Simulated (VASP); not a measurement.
# Sn (Fd-3m) in VASP: relaxation of cell and atoms with PBE

Aim: the relaxation of cell and atoms of Sn with PBE.

Everything below comes from runs of VASP 6.6.1. Logs are shortened: lines on timing, memory, paths and dates and some standing lists are left out, and cuts for length are marked.

## (1) The structure

It takes space group Fd-3m (No. 227, cubic). Conventional cell: a = 6.467 Å, b = 6.467 Å, c = 6.467 Å, α = 90.00°, β = 90.00°, γ = 90.00°. Sn (site symmetry -43m) is surrounded by 4 Sn at 2.80 Å.

This isn't the form of Sn at room conditions, which is tetragonal (white tin).

## (2) Relaxation of cell and atoms, PBE

INCAR reads:

```
SYSTEM = Sn
PREC = Accurate
ENCUT = 600
EDIFF = 1E-7
ISMEAR = 0
SIGMA = 0.02
LREAL = .False.
LASPH = .True.
NELM = 100
ALGO = Normal
ISIF = 3
LWAVE = .False.
LCHARG = .False.
GGA = PE
IBRION = 2
NSW = 80
EDIFFG = -0.004
```

KPOINTS reads:

```
Automatic mesh
0
Gamma
  8 8 8
  0 0 0
```

POSCAR reads:

```
Sn
1.0
    0.0000000000      3.2333428000      3.2333428000
    3.2333428000      0.0000000000      3.2333428000
    3.2333428000      3.2333428000      0.0000000000
Sn
2
Direct
    0.0000000000      0.0000000000      0.0000000000
    0.2500000000      0.2500000000      0.2500000000
```

Potentials or basis: VASP PAW PBE potentials, release 64 (Sn_d).

Command:

```sh
cat potpaw_PBE.64/Sn_d/POTCAR > POTCAR
mpirun -np 1 vasp_std > vasp.out
```

OUTCAR:

```text
SYSTEM = Sn
   PREC = Accurate
   ENCUT = 600
   EDIFF = 1E-7
   ISMEAR = 0
   LREAL = .False.
   LASPH = .True.
   NELM = 100
   ISIF = 3
   GGA = PE
   IBRION = 2
   NSW = 80
   EDIFFG = -0.004

 ion  position               nearest neighbor table
   1  0.000  0.000  0.000-   2 2.80   2 2.80   2 2.80   2 2.80
   2  0.250  0.250  0.250-   1 2.80   1 2.80   1 2.80   1 2.80

  LATTYP: Found a face centered cubic cell.
 ALAT       =     6.4666856000

  Lattice vectors:

 A1 = (   0.0000000000,   3.2333428000,   3.2333428000)
 A2 = (   3.2333428000,   0.0000000000,   3.2333428000)
 A3 = (   3.2333428000,   3.2333428000,   0.0000000000)

Analysis of symmetry for initial positions (statically):
=====================================================================
 Subroutine PRICEL returns:
 Original cell was already a primitive cell.

 Routine SETGRP: Setting up the symmetry group for a
 face centered cubic supercell.

 Subroutine GETGRP returns: Found 48 space group operations
 (whereof 24 operations were pure point group operations)
 out of a pool of 48 trial point group operations.

The static configuration has the point symmetry T_d .
 The point group associated with its full space group is O_h .

Analysis of symmetry for dynamics (positions and initial velocities):
=====================================================================
 Subroutine PRICEL returns:
 Original cell was already a primitive cell.

 Routine SETGRP: Setting up the symmetry group for a
 face centered cubic supercell.

 Subroutine GETGRP returns: Found 48 space group operations
 (whereof 24 operations were pure point group operations)
 out of a pool of 48 trial point group operations.

The dynamic configuration has the point symmetry T_d .
 The point group associated with its full space group is O_h .

 Subroutine INISYM returns: Found 48 space group operations
 (whereof 24 operations are pure point group operations),
 and found     1 'primitive' translations

----------------------------------------------------------------------------------------

                                     Primitive cell

  volume of cell :      67.6060

  direct lattice vectors                    reciprocal lattice vectors
     0.000000000  3.233342800  3.233342800    -0.154638723  0.154638723  0.154638723
     3.233342800  0.000000000  3.233342800     0.154638723 -0.154638723  0.154638723
     3.233342800  3.233342800  0.000000000     0.154638723  0.154638723 -0.154638723

  length of vectors
     4.572637240  4.572637240  4.572637240     0.267842124  0.267842124  0.267842124

  position of ions in fractional coordinates (direct lattice)
     0.000000000  0.000000000  0.000000000
     0.250000000  0.250000000  0.250000000

  ion indices of the primitive-cell ions
   primitive index   ion index
                 1           1
                 2           2

----------------------------------------------------------------------------------------

 KPOINTS: Automatic mesh

Automatic generation of k-mesh.
 Grid dimensions read from file:
 generate k-points for:    8    8    8

 Generating k-lattice:

  Cartesian coordinates                     Fractional coordinates (reciprocal lattice)
    -0.019329840  0.019329840  0.019329840     0.125000000  0.000000000  0.000000000
     0.019329840 -0.019329840  0.019329840     0.000000000  0.125000000  0.000000000
     0.019329840  0.019329840 -0.019329840     0.000000000  0.000000000  0.125000000

  Length of vectors
     0.033480266  0.033480266  0.033480266

  Shift w.r.t. Gamma in fractional coordinates (k-lattice)
     0.000000000  0.000000000  0.000000000

 Subroutine IBZKPT returns following result:
 ===========================================

 Found     29 irreducible k-points:

 Following reciprocal coordinates:
            Coordinates               Weight
  0.000000  0.000000  0.000000      1.000000
  0.125000  0.000000  0.000000      8.000000
  0.250000  0.000000  0.000000      8.000000
  0.375000  0.000000  0.000000      8.000000
  0.500000  0.000000  0.000000      4.000000
  0.125000  0.125000  0.000000      6.000000
[... 16 lines left out ...]
  0.500000  0.250000  0.125000     48.000000
 -0.375000  0.250000  0.125000     24.000000
 [... further k-points ...]
   k-points           NKPTS =     29   k-points in BZ     NKDIM =     29   number of bands    NBANDS=     18
   number of dos      NEDOS =    301   number of ions     NIONS =      2
   total plane-waves  NPLWV =  64000
   dimension x,y,z NGX =    40 NGY =   40 NGZ =   40
   dimension x,y,z NGXF=    80 NGYF=   80 NGZF=   80
   ions per type =               2
   NGX,Y,Z   is equivalent  to a cutoff of  14.54, 14.54, 14.54 a.u.
   NGXF,Y,Z  is equivalent  to a cutoff of  29.09, 29.09, 29.09 a.u.
 SYSTEM =  Sn
   PREC   = accura    normal or accurate (medium, high low for compatibility)
   ISTART =      0    job   : 0-new  1-cont  2-samecut
   ICHARG =      2    charge: 1-file 2-atom 10-const
   ISPIN  =      1    spin polarized calculation?
   LNONCOLLINEAR =      F non collinear calculations
   LSORBIT =      F    spin-orbit coupling
   LASPH  =      T    aspherical Exc in radial PAW
   ENCUT  =  600.0 eV  44.10 Ry    6.64 a.u.   9.13  9.13  9.13*2*pi/ulx,y,z
   NELM   =    100;   NELMIN=  2; NELMDL= -5     # of ELM steps
   EDIFF  = 0.1E-06   stopping-criterion for ELM
   LREAL  =      F    real-space projection
   EDIFFG = -.4E-02   stopping-criterion for IOM
   NSW    =     80    number of steps for IOM
   IBRION =      2    ionic relax: 0-MD 1-quasi-New 2-CG
   NFREE  =      1    steps in history (QN), initial steepest desc. (CG)
   ISIF   =      3    stress and relaxation
   ISYM   =      2    0-nonsym 1-usesym 2-fastsym
   POTIM  = 0.5000    time-step for ionic-motion
   TEBEG  =    0.0;   TEEND  =   0.0 temperature during run
   PSTRESS=    0.0 pullay stress
   NELECT =      28.0000    total number of electrons
   NUPDOWN=      -1.0000    fix difference up-down
   EMIN   =  10.00;   EMAX   =-10.00  energy-range for DOS
   EFERMI =   0.00;   METHOD = LEGACY
   ISMEAR =     0;   SIGMA  =   0.02  broadening in eV -4-tet -1-fermi 0-gaus
   EFERMI_NEDOS =   21; number of points for ismear=-14 and -15
   IALGO  =     38    algorithm
   IMIX   =      4    mixing-type and parameters
     AMIX     =   0.40;   BMIX     =  1.00
     AMIX_MAG =   1.60;   BMIX_MAG =  1.00
  volume/ion in A,a.u.               =      33.80       228.11
  Fermi-wavevector in a.u.,A,eV,Ry     =   1.220298  2.306028 20.260793  1.489126
  Thomas-Fermi vector in A             =   2.355520
   LORBIT       =      0    0 simple, 1 ext, 2 COOP (PROOUT), +10 PAW based schemes
   GGA     = PE    functional components
   LHFCALC =     F    Hartree Fock is set to
   AEXX    =    0.0000 exact exchange contribution
   IVDW    =     0    specifies the selected vdW correction
   LEPSILON=     F    determine dielectric tensor
   LRPA    =     F    only Hartree local field effects (RPA)
 conjugate gradient relaxation of ions
 non-spin polarized calculation
 Gauss-broadening in eV      SIGMA  =   0.02
  energy-cutoff  :      600.00
  volume of cell :       67.61
 maximum number of plane-waves:      2276
 NGX is ok and might be reduce to    40
   NGX = 19   NGY = 19   NGZ = 19

--------------------------------------- Ionic step        1  -------------------------------------------

 number of electron      28.0000005 magnetization

 Free energy of the ion-electron system (eV)
  ---------------------------------------------------
  ext. energy  EPLUGINS =         0.00000000
  ---------------------------------------------------
  free energy    TOTEN  =        -7.61856225 eV

  energy without entropy =       -7.61847409  energy(sigma->0) =       -7.61851817

 E-fermi :   5.7706     XC(G=0):  -8.9207

 val. band max:        5.5534982188   @ k =   0.1250   0.0000   0.0000
 cond. band min:       5.7705703887   @ k =   0.5000   0.0000   0.0000
 fundamental gap:      0.2170721699
 Fermi energy:         5.7705703838

 k-point     1 :       0.0000    0.0000    0.0000
  band No.  band energies     occupation
      1     -15.9490      2.00000
      2     -15.9490      2.00000
      3     -15.9490      2.00000
      4     -15.8879      2.00000
      5     -15.8879      2.00000
      6     -15.5701      2.00000
[... 10 lines left out ...]
     17       7.9175      0.00000
     18       7.9175      0.00000

 k-point     2 :       0.1250    0.0000    0.0000
  band No.  band energies     occupation
      1     -15.9601      2.00000
      2     -15.9601      2.00000
      3     -15.9452      2.00000
      4     -15.8722      2.00000
      5     -15.8722      2.00000
      6     -15.5923      2.00000
[... 10 lines left out ...]
     17       8.2877      0.00000
     18       8.6297      0.00000

 k-point     3 :       0.2500    0.0000    0.0000
  band No.  band energies     occupation
      1     -15.9753      2.00000
      2     -15.9753      2.00000
      3     -15.9357      2.00000
      4     -15.8470      2.00000
      5     -15.8470      2.00000
      6     -15.6148      2.00000
[... 494 lines left out ...]
  FORCE on cell =-STRESS in cart. coord.  units (eV):
  Direction    XX          YY          ZZ          XY          YZ          ZX
  --------------------------------------------------------------------------------------
  -------------------------------------------------------------------------------------
  Total       -0.4477554     -0.4477554     -0.4477554      0.0000000      0.0000000      0.0000000
  in kB       -9.4760948     -9.4760948     -9.4760948      0.0000000      0.0000000      0.0000000
  external PRESSURE =      -9.4760948 kB  Pullay stress =       0.0000000 kB

 VOLUME and BASIS-vectors are now :
 -----------------------------------------------------------------------------
  energy-cutoff  :      600.00
  volume of cell :       75.70
      direct lattice vectors                 reciprocal lattice vectors
     0.000000000  3.357613382  3.357613382    -0.148915299  0.148915299  0.148915299
     3.357613382 -0.000000000  3.357613382     0.148915299 -0.148915299  0.148915299
     3.357613382  3.357613382  0.000000000     0.148915299  0.148915299 -0.148915299

 POSITION                                       TOTAL-FORCE (eV/Angst)
 -----------------------------------------------------------------------------------
      3.35761      6.71523      3.35761         0.000000      0.000000      0.000000
      1.67881      1.67881      1.67881        -0.000000     -0.000000     -0.000000
 -----------------------------------------------------------------------------------
    total drift:                               -0.000000     -0.000000      0.000000

  FREE ENERGIE OF THE ION-ELECTRON SYSTEM (eV)
  ---------------------------------------------------
  free  energy   TOTEN  =        -7.6765799585 eV

  energy  without entropy=       -7.6763960466  energy(sigma->0) =       -7.67648800

--------------------------------------- Ionic step        3  -------------------------------------------

 number of electron      27.9999997 magnetization

 Free energy of the ion-electron system (eV)
  ---------------------------------------------------
  ext. energy  EPLUGINS =         0.00000000
  ---------------------------------------------------
  free energy    TOTEN  =        -7.68304270 eV

  energy without entropy =       -7.68290991  energy(sigma->0) =       -7.68297631

 E-fermi :   4.7562     XC(G=0):  -8.5544

 val. band max:        4.7529807472   @ k =   0.5000   0.0000   0.0000
 cond. band min:       4.8478540172   @ k =   0.3750   0.0000   0.0000
 fundamental gap:      0.0948732699
 Fermi energy:         4.7561629526

 k-point     1 :       0.0000    0.0000    0.0000
  band No.  band energies     occupation
      1     -16.6598      2.00000
      2     -16.6598      2.00000
      3     -16.6598      2.00000
      4     -16.6100      2.00000
      5     -16.6100      2.00000
      6     -16.3563      2.00000
[... 10 lines left out ...]
     17       7.0411      0.00000
     18       7.0411      0.00000

 k-point     2 :       0.1250    0.0000    0.0000
  band No.  band energies     occupation
      1     -16.6685      2.00000
      2     -16.6685      2.00000
      3     -16.6567      2.00000
      4     -16.5978      2.00000
      5     -16.5978      2.00000
      6     -16.3770      2.00000
[... 10 lines left out ...]
     17       7.3731      0.00000
     18       7.6136      0.00000

 k-point     3 :       0.2500    0.0000    0.0000
  band No.  band energies     occupation
      1     -16.6807      2.00000
      2     -16.6807      2.00000
      3     -16.6487      2.00000
      4     -16.5780      2.00000
      5     -16.5780      2.00000
      6     -16.3956      2.00000
[... 458 lines left out ...]
  FORCE on cell =-STRESS in cart. coord.  units (eV):
  Direction    XX          YY          ZZ          XY          YZ          ZX
  --------------------------------------------------------------------------------------
  -------------------------------------------------------------------------------------
  Total        0.0031934      0.0031934      0.0031934      0.0000000      0.0000000     -0.0000000
  in kB        0.0695611      0.0695611      0.0695611      0.0000000      0.0000000     -0.0000000
  external PRESSURE =       0.0695611 kB  Pullay stress =       0.0000000 kB

 VOLUME and BASIS-vectors are now :
 -----------------------------------------------------------------------------
  energy-cutoff  :      600.00
  volume of cell :       73.55
      direct lattice vectors                 reciprocal lattice vectors
     0.000000000  3.325475934  3.325475934    -0.150354418  0.150354418  0.150354418
     3.325475934 -0.000000000  3.325475934     0.150354418 -0.150354418  0.150354418
     3.325475934  3.325475934  0.000000000     0.150354418  0.150354418 -0.150354418

 POSITION                                       TOTAL-FORCE (eV/Angst)
 -----------------------------------------------------------------------------------
      0.00000     -0.00000      0.00000        -0.000000     -0.000000     -0.000000
      1.66274      1.66274      1.66274         0.000000      0.000000      0.000000
 -----------------------------------------------------------------------------------
    total drift:                               -0.000000     -0.000000      0.000000

  FREE ENERGIE OF THE ION-ELECTRON SYSTEM (eV)
  ---------------------------------------------------
  free  energy   TOTEN  =        -7.6830427033 eV

  energy  without entropy=       -7.6829099095  energy(sigma->0) =       -7.68297631

 reached required accuracy - stopping structural energy minimisation
```

Run time: 88 s. Hardware: 1 thread of Intel Xeon 6975P-C (Granite Rapids), shared host; peak memory 0.25 GiB.

Results:

```yaml
Free_energy: -7.6830 eV
Relaxed_volume: 36.78 Å³/atom
Relaxed_cell: a = 4.703 Å, b = 4.703 Å, c = 4.703 Å, α = 60.00°, β = 60.00°, γ = 60.00°
Space_group_after_relaxing_to_0.05_Å: Fd-3m (No. 227)
Energy_gained_by_relaxing: 32.2 meV/atom
Ionic_steps: 3
Pressure_after_relaxing: 0.0 GPa
Band_gap_on_the_k_mesh: none (metal or under the smearing width)
```

Step by step:
| step | energy change (eV) | largest force (eV/Å) | pressure (GPa) | volume (Å³) |
| --- | --- | --- | --- | --- |
| 1 | 0.0000 | 0.0000 | 3.78 | 67.61 |
| 2 | -0.0580 | 0.0000 | -0.95 | 75.70 |
| 3 | -0.0645 | 0.0000 | 0.01 | 73.55 |

Final structure:
```xyz
2
Lattice="0.0000 3.3255 3.3255 3.3255 0.0000 3.3255 3.3255 3.3255 0.0000" Properties=species:S:1:pos:R:3 pbc="T T T"
Sn    0.0000    0.0000    0.0000
Sn    1.6627    1.6627    1.6627
```
